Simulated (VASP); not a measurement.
**CdS in VASP: one cell, several levels of theory**

What does VASP give for CdS in the zincblende structure, under -4.0 % equal strain in all directions, the cell held fixed? Runs: PBE, r2SCAN.

Code: VASP 6.6.1. PAW datasets, plane waves. (Simulation; spin polarisation is off.)

### Step 1. Starting point

The cell comes from an earlier relaxation with r2SCAN in another program.

Space group F-43m (No. 216), cubic; conventional cell a = 5.643 Å, 22.47 Å³ an atom. Cd has 4 S at 2.44 Å; S has 4 Cd at 2.44 Å.

As a file:

```
CELL_PARAMETERS angstrom
0.00000 2.82165 2.82165
2.82165 0.00000 2.82165
2.82165 2.82165 0.00000
ATOMIC_POSITIONS crystal
Cd 0.00000 0.00000 0.00000
S 0.25000 0.25000 0.25000
```

### Step 2. PBE

Contents of INCAR:

```
ENCUT = 520.000000
SIGMA = 0.020000
EDIFF = 1.00e-07
GGA = PE
PREC = Accurate
IBRION = -1
ISIF = 2
ISMEAR = -1
NBANDS = 16
NELM = 120
NSW = 0
LASPH = .TRUE.
LCHARG = .FALSE.
LWAVE = .FALSE.
LREAL = .FALSE.
```

Contents of KPOINTS:

```
KPOINTS created by Atomic Simulation Environment
0
Gamma
8 8 8
0 0 0
```

Contents of KPOINTS_OPT:

```
special points
6
Reciprocal
0.0000000000 0.0000000000 0.0000000000 1
-0.5000000000 -0.5000000000 0.0000000000 1
-0.3750000000 -0.3750000000 0.2500000000 1
-0.3750000000 0.0000000000 0.3750000000 1
0.0000000000 0.0000000000 0.5000000000 1
-0.5000000000 -0.2500000000 0.2500000000 1
```

Contents of POSCAR:

```
Cd S
 1.0000000000000000
     0.0000000000000000    2.8216462493000001    2.8216462493000001
     2.8216462493000001    0.0000000000000000    2.8216462493000001
     2.8216462493000001    2.8216462493000001    0.0000000000000000
 Cd  S
   1   1
Cartesian
  0.0000000000000000  0.0000000000000000  0.0000000000000000
  1.4108231246499998  1.4108231246499998  1.4108231246499998
```

The run uses the recommended PBE PAW datasets (18 valence electrons a neutral cell).

Started as:

```sh
$ mpirun -np 1 vasp_std
```

Printed to the terminal (iteration lines stand in OSZICAR):

```text
POSCAR found type information on POSCAR CdS
 POSCAR found :  2 types and       2 ions
 LDA part: xc-table for (Slater+PW92), standard interpolation
 POSCAR, INCAR and KPOINTS ok, starting setup
 FFT: planning ... GRIDC
 FFT: planning ... GRID_SOFT
 FFT: planning ... GRID
 WAVECAR not read
 entering main loop
 Start KPOINTS_OPT (optional k-point list driver)
k-point batch [1-6\6]
```

OSZICAR:

```text
N       E                     dE             d eps       ncg     rms          rms(c)
DAV:   1     0.114220188397E+03    0.11422E+03   -0.92949E+03   936   0.105E+03
DAV:   2    -0.226815689600E+01   -0.11649E+03   -0.11017E+03  1136   0.263E+02
DAV:   3    -0.643173898578E+01   -0.41636E+01   -0.41558E+01  1200   0.519E+01
DAV:   4    -0.645568972217E+01   -0.23951E-01   -0.23949E-01  1112   0.392E+00
DAV:   5    -0.645597948752E+01   -0.28977E-03   -0.28976E-03  1200   0.410E-01    0.102E+01
DAV:   6    -0.593841782205E+01    0.51756E+00   -0.79433E-01  1360   0.124E+01    0.782E+00
DAV:   7    -0.591499502947E+01    0.23423E-01   -0.23486E-01  1224   0.337E+00    0.350E+00
DAV:   8    -0.591513699635E+01   -0.14197E-03   -0.23674E-02  1120   0.205E+00    0.407E-01
DAV:   9    -0.591500965086E+01    0.12735E-03   -0.27497E-03  1096   0.850E-01    0.653E-02
DAV:  10    -0.591507961540E+01   -0.69965E-04   -0.25854E-04  1144   0.207E-01    0.531E-02
DAV:  11    -0.591514030941E+01   -0.60694E-04   -0.86044E-05  1032   0.792E-02    0.171E-02
DAV:  12    -0.591513948468E+01    0.82473E-06   -0.21783E-05  1248   0.659E-02    0.911E-03
DAV:  13    -0.591514017783E+01   -0.69315E-06   -0.34080E-06  1056   0.209E-02    0.314E-03
DAV:  14    -0.591514014749E+01    0.30332E-07   -0.22717E-07  1184   0.401E-03
   1 F= -.59151401E+01 E0= -.59151401E+01  d E =-.370031E-12
       N       E                     dE             ncg
DAV:   1     0.120127581394E+04   -0.30336E+04      200
DAV:   2     0.547208209341E+03   -0.65407E+03      232
DAV:   3     0.523906264532E+03   -0.23302E+02      232
DAV:   4     0.523780608923E+03   -0.12566E+00      256
DAV:   5     0.523779168872E+03   -0.14401E-02      216
DAV:   6     0.523779144629E+03   -0.24242E-04      256
DAV:   7     0.523779144112E+03   -0.51703E-06      240
DAV:   8     0.523779144100E+03   -0.11956E-07      216
```

The lines after F= are the extra pass for the points of KPOINTS_OPT, at fixed density; their E is not a total energy.

OUTCAR, selected sections:

```text
k-points           NKPTS =     29   k-points in BZ     NKDIM =     29   number of bands    NBANDS=     16

   NELECT =      18.0000    total number of electrons

   dimension x,y,z NGX =    30 NGY =   30 NGZ =   30
   dimension x,y,z NGXF=    60 NGYF=   60 NGZF=   60

  energy-cutoff  :      520.00
  volume of cell :       44.93
      direct lattice vectors                 reciprocal lattice vectors
     0.000000000  2.821646249  2.821646249    -0.177201518  0.177201518  0.177201518
     2.821646249  0.000000000  2.821646249     0.177201518 -0.177201518  0.177201518
     2.821646249  2.821646249  0.000000000     0.177201518  0.177201518 -0.177201518

 k-points in reciprocal lattice and weights: KPOINTS created by Atomic Simulation Env
   0.00000000  0.00000000  0.00000000       0.002
   0.12500000  0.00000000  0.00000000       0.016
   0.25000000  0.00000000  0.00000000       0.016
   0.37500000  0.00000000  0.00000000       0.016
   0.50000000  0.00000000  0.00000000       0.008
   0.12500000  0.12500000  0.00000000       0.012
   0.25000000  0.12500000  0.00000000       0.047
   0.37500000  0.12500000  0.00000000       0.047
[... 21 more k-points ...]

 E-fermi :   2.6985

 k-point     1 :       0.0000    0.0000    0.0000
  band No.  band energies     occupation
      1     -10.8091      2.00000
      2      -5.9289      2.00000
      3      -5.9289      2.00000
      4      -5.9289      2.00000
      5      -5.2995      2.00000
      6      -5.2995      2.00000
      7       2.2291      2.00000
      8       2.2291      2.00000
      9       2.2291      2.00000
     10       3.5882      0.00000
     11       8.7247      0.00000
     12       8.7247      0.00000
     13       8.7247      0.00000
     14      13.8446      0.00000
     15      13.8446      0.00000
     16      14.2058      0.00000

 k-point     2 :       0.1250    0.0000    0.0000
  band No.  band energies     occupation
      1     -10.7325      2.00000
      2      -5.9001      2.00000
      3      -5.9001      2.00000
      4      -5.8727      2.00000
      5      -5.3013      2.00000
      6      -5.3013      2.00000
      7       1.1372      2.00000
      8       2.0810      2.00000
      9       2.0810      2.00000
     10       4.4315      0.00000
     11       8.5036      0.00000
     12       8.9515      0.00000
     13       8.9515      0.00000
     14      13.2038      0.00000
     15      13.2038      0.00000
     16      14.6130      0.00000

 k-point     3 :       0.2500    0.0000    0.0000
  band No.  band energies     occupation
      1     -10.5463      2.00000
      2      -5.8375      2.00000
      3      -5.8375      2.00000
      4      -5.6552      2.00000
      5      -5.2946      2.00000
      6      -5.2946      2.00000
      7      -0.5139      2.00000
      8       1.7493      2.00000
      9       1.7493      2.00000
     10       5.2116      0.00000
     11       8.6282      0.00000
     12       9.2879      0.00000
     13       9.2879      0.00000
     14      12.9615      0.00000
     15      12.9615      0.00000
     16      13.8056      0.00000

 k-point     4 :       0.3750    0.0000    0.0000
  band No.  band energies     occupation
      1     -10.3600      2.00000
      2      -5.7895      2.00000
      3      -5.7895      2.00000
      4      -5.2675      2.00000
      5      -5.2675      2.00000
      6      -5.2070      2.00000
      7      -2.0442      2.00000
      8       1.4434      2.00000
      9       1.4434      2.00000
     10       5.3852      0.00000
     11       9.2870      0.00000
     12       9.2870      0.00000
     13       9.4772      0.00000
     14      13.4685      0.00000
     15      13.8987      0.00000
     16      13.8987      0.00000

 k-point     5 :       0.5000    0.0000    0.0000
  band No.  band energies     occupation
      1     -10.2836      2.00000
      2      -5.7749      2.00000
      3      -5.7749      2.00000
      4      -5.2491      2.00000
      5      -5.2491      2.00000
      6      -4.8242      2.00000
      7      -2.8267      2.00000
      8       1.3218      2.00000
      9       1.3218      2.00000
     10       5.3750      0.00000
     11       9.2168      0.00000
     12       9.2168      0.00000
     13       9.9863      0.00000
     14      13.6443      0.00000
     15      14.9782      0.00000
     16      14.9782      0.00000

[... the tables of k-points 6 to 29 left out ...]

  Total        3.2381754      3.2381754      3.2381754     -0.0000000      0.0000000     -0.0000000
  in kB      115.4710891    115.4710891    115.4710891     -0.0000000      0.0000000     -0.0000000
  external PRESSURE =     115.4710891 kB  Pullay stress =       0.0000000 kB

 POSITION                                       TOTAL-FORCE (eV/Angst)
 -----------------------------------------------------------------------------------
      0.00000      0.00000      0.00000        -0.000000     -0.000000     -0.000000
      1.41082      1.41082      1.41082         0.000000      0.000000      0.000000
 -----------------------------------------------------------------------------------
    total drift:                               -0.000000     -0.000000     -0.000001

  FREE ENERGIE OF THE ION-ELECTRON SYSTEM (eV)
  ---------------------------------------------------
  free  energy   TOTEN  =        -5.9151401475 eV

  energy  without entropy=       -5.9151401475  energy(sigma->0) =       -5.91514015
```

It took 22 s on 1 MPI rank of Intel Xeon Platinum 8488C, shared host; peak memory 0.19 GiB.

The levels at the points of KPOINTS_OPT are read from vasprun.xml.

Levels at the named points, in eV from the top of band v (v: the last filled band by count, c: the next):

```
point    v−1      v     c   c+1
    Γ   0.00   0.00  1.36  6.50
    X  -2.25  -2.25  3.36  4.43
    U  -3.00  -1.83  4.18  5.69
    K  -3.00  -1.83  4.18  5.69
    L  -0.91  -0.91  3.15  6.99
    W  -2.75  -2.57  5.40  5.85
```

Gap with PBE: 1.36 eV, direct (Γ). The pressure is 11.55 GPa; the forces vanish within 0.01 eV/Å.

### Step 3. r2SCAN

Contents of INCAR:

```
ENCUT = 520.000000
SIGMA = 0.010000
EDIFF = 1.00e-07
ALGO = Normal
METAGGA = R2SCAN
PREC = Accurate
IBRION = -1
ISIF = 2
ISMEAR = 0
NBANDS = 16
NELM = 120
NSW = 0
LASPH = .TRUE.
LCHARG = .FALSE.
LWAVE = .FALSE.
LREAL = .FALSE.
```

KPOINTS is that of step 2.

KPOINTS_OPT is that of step 2.

POSCAR is that of step 2.

Started as:

```sh
$ mpirun -np 1 vasp_std
```

Standard output, without the iteration lines:

```text
POSCAR found type information on POSCAR CdS
 POSCAR found :  2 types and       2 ions
 -----------------------------------------------------------------------------
|                                                                             |
|                                                                             |
|     You enforced a specific xc type in the INCAR file but a different       |
|     I HOPE YOU KNOW WHAT YOU ARE DOING!                                     |
|                                                                             |
 -----------------------------------------------------------------------------

 LDA part: xc-table for (None), standard interpolation
 POSCAR, INCAR and KPOINTS ok, starting setup
 FFT: planning ... GRIDC
 FFT: planning ... GRID_SOFT
 FFT: planning ... GRID
 WAVECAR not read
 entering main loop
 Start KPOINTS_OPT (optional k-point list driver)
k-point batch [1-6\6]
```

OSZICAR:

```text
N       E                     dE             d eps       ncg     rms          rms(c)
DAV:   1     0.884925828030E+02    0.88493E+02   -0.94252E+03   936   0.107E+03
DAV:   2    -0.303615572928E+02   -0.11885E+03   -0.11225E+03  1128   0.267E+02
DAV:   3    -0.346381295930E+02   -0.42766E+01   -0.42683E+01  1200   0.535E+01
DAV:   4    -0.346618902019E+02   -0.23761E-01   -0.23759E-01  1096   0.397E+00
DAV:   5    -0.346621690905E+02   -0.27889E-03   -0.27889E-03  1208   0.404E-01    0.100E+01
DAV:   6    -0.295355778639E+02    0.51266E+01   -0.30605E+00   960   0.276E+01    0.104E+01
DAV:   7    -0.295000255745E+02    0.35552E-01   -0.32567E-01  1136   0.585E+00    0.616E+00
DAV:   8    -0.295095463250E+02   -0.95208E-02   -0.56669E-02  1144   0.263E+00    0.126E+00
DAV:   9    -0.295118632658E+02   -0.23169E-02   -0.37979E-03  1160   0.625E-01    0.164E-01
DAV:  10    -0.295119482269E+02   -0.84961E-04   -0.18015E-03  1128   0.414E-01    0.146E-01
DAV:  11    -0.295118973193E+02    0.50908E-04   -0.13075E-04  1056   0.165E-01    0.828E-02
DAV:  12    -0.295118974334E+02   -0.11409E-06   -0.10708E-04  1120   0.119E-01    0.526E-02
DAV:  13    -0.295118946408E+02    0.27926E-05   -0.66055E-06  1064   0.405E-02    0.388E-03
DAV:  14    -0.295118944089E+02    0.23185E-06   -0.39184E-07  1160   0.670E-03    0.124E-03
DAV:  15    -0.295118944640E+02   -0.55108E-07   -0.51968E-08   592   0.357E-03
   1 F= -.29511894E+02 E0= -.29511894E+02  d E =-.114911E-80
       N       E                     dE             ncg
DAV:   1     0.117240497121E+04   -0.30625E+04      200
DAV:   2     0.499246791260E+03   -0.67316E+03      232
DAV:   3     0.475611916454E+03   -0.23635E+02      248
DAV:   4     0.475489624772E+03   -0.12229E+00      248
DAV:   5     0.475488164524E+03   -0.14602E-02      232
DAV:   6     0.475488139337E+03   -0.25186E-04      232
DAV:   7     0.475488138784E+03   -0.55267E-06      280
DAV:   8     0.475488138772E+03   -0.12687E-07      184
```

Parts of OUTCAR:

```text
k-points           NKPTS =     29   k-points in BZ     NKDIM =     29   number of bands    NBANDS=     16

   NELECT =      18.0000    total number of electrons

   dimension x,y,z NGX =    30 NGY =   30 NGZ =   30
   dimension x,y,z NGXF=    60 NGYF=   60 NGZF=   60

  energy-cutoff  :      520.00
  volume of cell :       44.93
      direct lattice vectors                 reciprocal lattice vectors
     0.000000000  2.821646249  2.821646249    -0.177201518  0.177201518  0.177201518
     2.821646249  0.000000000  2.821646249     0.177201518 -0.177201518  0.177201518
     2.821646249  2.821646249  0.000000000     0.177201518  0.177201518 -0.177201518

 k-points in reciprocal lattice and weights: KPOINTS created by Atomic Simulation Env
   0.00000000  0.00000000  0.00000000       0.002
   0.12500000  0.00000000  0.00000000       0.016
   0.25000000  0.00000000  0.00000000       0.016
   0.37500000  0.00000000  0.00000000       0.016
   0.50000000  0.00000000  0.00000000       0.008
   0.12500000  0.12500000  0.00000000       0.012
   0.25000000  0.12500000  0.00000000       0.047
   0.37500000  0.12500000  0.00000000       0.047
[... 21 more k-points ...]

 E-fermi :   2.1074

 k-point     1 :       0.0000    0.0000    0.0000
  band No.  band energies     occupation
      1     -11.5955      2.00000
      2      -6.4319      2.00000
      3      -6.4319      2.00000
      4      -6.4319      2.00000
      5      -5.7561      2.00000
      6      -5.7561      2.00000
      7       1.9747      2.00000
      8       1.9747      2.00000
      9       1.9747      2.00000
     10       3.7886      0.00000
     11       8.9905      0.00000
     12       8.9905      0.00000
     13       8.9905      0.00000
     14      14.1221      0.00000
     15      14.1221      0.00000
     16      14.5283      0.00000

 k-point     2 :       0.1250    0.0000    0.0000
  band No.  band energies     occupation
      1     -11.5183      2.00000
      2      -6.4015      2.00000
      3      -6.4015      2.00000
      4      -6.3703      2.00000
      5      -5.7576      2.00000
      6      -5.7576      2.00000
      7       0.9169      2.00000
      8       1.8238      2.00000
      9       1.8238      2.00000
     10       4.5996      0.00000
     11       8.7418      0.00000
     12       9.2242      0.00000
     13       9.2242      0.00000
     14      13.4488      0.00000
     15      13.4488      0.00000
     16      14.8975      0.00000

 k-point     3 :       0.2500    0.0000    0.0000
  band No.  band energies     occupation
      1     -11.3306      2.00000
      2      -6.3351      2.00000
      3      -6.3351      2.00000
      4      -6.1375      2.00000
      5      -5.7506      2.00000
      6      -5.7506      2.00000
      7      -0.7824      2.00000
      8       1.4848      2.00000
      9       1.4848      2.00000
     10       5.4186      0.00000
     11       8.8336      0.00000
     12       9.5518      0.00000
     13       9.5518      0.00000
     14      13.2124      0.00000
     15      13.2124      0.00000
     16      14.0334      0.00000

 k-point     4 :       0.3750    0.0000    0.0000
  band No.  band energies     occupation
      1     -11.1428      2.00000
      2      -6.2829      2.00000
      3      -6.2829      2.00000
      4      -5.7233      2.00000
      5      -5.7233      2.00000
      6      -5.6681      2.00000
      7      -2.3655      2.00000
      8       1.1708      2.00000
      9       1.1708      2.00000
     10       5.5989      0.00000
     11       9.5102      0.00000
     12       9.5102      0.00000
     13       9.6791      0.00000
     14      13.7270      0.00000
     15      14.2276      0.00000
     16      14.2276      0.00000

 k-point     5 :       0.5000    0.0000    0.0000
  band No.  band energies     occupation
      1     -11.0657      2.00000
      2      -6.2665      2.00000
      3      -6.2665      2.00000
      4      -5.7047      2.00000
      5      -5.7047      2.00000
      6      -5.2731      2.00000
      7      -3.1719      2.00000
      8       1.0457      2.00000
      9       1.0457      2.00000
     10       5.5849      0.00000
     11       9.4221      0.00000
     12       9.4221      0.00000
     13      10.1759      0.00000
     14      13.9606      0.00000
     15      15.3628      0.00000
     16      15.3628      0.00000

[... the tables of k-points 6 to 29 left out ...]

  Total        2.8718876      2.8718876      2.8718876      0.0000000     -0.0000000     -0.0000000
  in kB      102.4095186    102.4095186    102.4095186      0.0000000     -0.0000000     -0.0000000
  external PRESSURE =     102.4095186 kB  Pullay stress =       0.0000000 kB

 POSITION                                       TOTAL-FORCE (eV/Angst)
 -----------------------------------------------------------------------------------
      0.00000      0.00000      0.00000         0.000000      0.000000      0.000000
      1.41082      1.41082      1.41082        -0.000000     -0.000000     -0.000000
 -----------------------------------------------------------------------------------
    total drift:                               -0.000007     -0.000007     -0.000007

  FREE ENERGIE OF THE ION-ELECTRON SYSTEM (eV)
  ---------------------------------------------------
  free  energy   TOTEN  =       -29.5118944640 eV

  energy  without entropy=      -29.5118944640  energy(sigma->0) =      -29.51189446
```

Wall time 73 s (1 MPI rank of Intel Xeon Platinum 8488C, shared host); peak memory 0.18 GiB.

The levels at the points of KPOINTS_OPT are read from vasprun.xml.

Band energies at the special points (eV, zero at the top of v, the last band that the electrons fill by count):

```csv
point,v−1,v,c,c+1
Γ,0.00,0.00,1.81,7.02
X,-2.32,-2.32,3.66,4.82
U,-3.08,-1.88,4.53,6.14
K,-3.08,-1.88,4.53,6.14
L,-0.93,-0.93,3.61,7.45
W,-2.81,-2.64,5.71,6.38
```

The r2SCAN gap is 1.81 eV, direct at Γ. The pressure is 10.24 GPa; the forces vanish within 0.01 eV/Å.

### Step 4. Results

```
 level  gap (eV)  pressure (GPa)
   PBE      1.36           11.55
r2SCAN      1.81           10.24
```

What this shows: The gap runs from 1.36 eV (PBE) to 1.81 eV (r2SCAN). At this one volume the pressure spans 10.2 GPa (r2SCAN) to 11.5 GPa (PBE): PBE wants the largest cell and r2SCAN the smallest.
